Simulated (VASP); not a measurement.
# InPd: band structure with PW91

InPd:

```
In Pd
1.0
     3.27188    0.00000    0.00000
     0.00000    3.27188    0.00000
     0.00000    0.00000    3.27188
In Pd
1 1
Direct
  0.00000 0.00000 0.00000
  0.50000 0.50000 0.50000
```

The cell comes from a database or a generator and needn't be the stable form of this composition.

```
Program                : VASP 6.6.1
Task                   : band structure
Functional             : PW91
Potentials or basis    : VASP PAW PBE potentials, release 64 (In_d, Pd)
Cutoff                 : 520 eV
k mesh                 : 8 × 8 × 8
Occupations            : fermi-dirac, width 0.05 eV
Spin                   : no spin polarisation
Further INCAR settings : ALGO = Fast; EDIFF = 1e-07; NBANDS = 18
```

```yaml
Pressure: 4.2 GPa
Band_gap_along_the_path: none (metal or under the smearing width)
```

Levels at the corners of the path, in eV from the Fermi level:
```tsv
point	band 7	band 8	band 9	band 10	band 11	band 12	band 13	band 14	band 15	band 16
Γ	-3.74	-3.74	-2.20	-2.20	-2.20	4.29	4.29	4.29	9.50	10.72
X	-5.91	-3.72	-3.18	-3.18	-2.27	-1.04	9.62	9.62	10.02	10.81
X	-5.91	-3.72	-3.18	-3.18	-2.27	-1.04	9.62	9.62	10.02	10.81
M	-3.41	-2.61	-2.61	-2.22	-2.22	-1.62	1.53	2.56	9.51	11.44
M	-3.41	-2.61	-2.61	-2.22	-2.22	-1.62	1.53	2.56	9.51	11.44
Γ	-3.74	-3.74	-2.20	-2.20	-2.20	4.29	4.29	4.29	9.50	10.72
Γ	-3.74	-3.74	-2.20	-2.20	-2.20	4.29	4.29	4.29	9.50	10.72
R	-4.79	-4.79	-1.58	-1.58	-0.03	3.91	3.91	3.91	4.49	4.49
R	-4.79	-4.79	-1.58	-1.58	-0.03	3.91	3.91	3.91	4.49	4.49
X	-5.91	-3.72	-3.18	-3.18	-2.27	-1.04	9.62	9.62	10.02	10.81
M	-3.41	-2.61	-2.61	-2.22	-2.22	-1.62	1.53	2.56	9.51	11.44
R	-4.79	-4.79	-1.58	-1.58	-0.03	3.91	3.91	3.91	4.49	4.49
```

Wall time 28 s on 1 thread of AMD EPYC 9R45 96-Core Processor (Zen 5), on a shared host, peak memory 0.13 GiB.

Caveat: the PAW data sets were made with another functional, which shifts forces and pressure a little; spin-orbit coupling is left out, which moves the levels of the heavy elements.
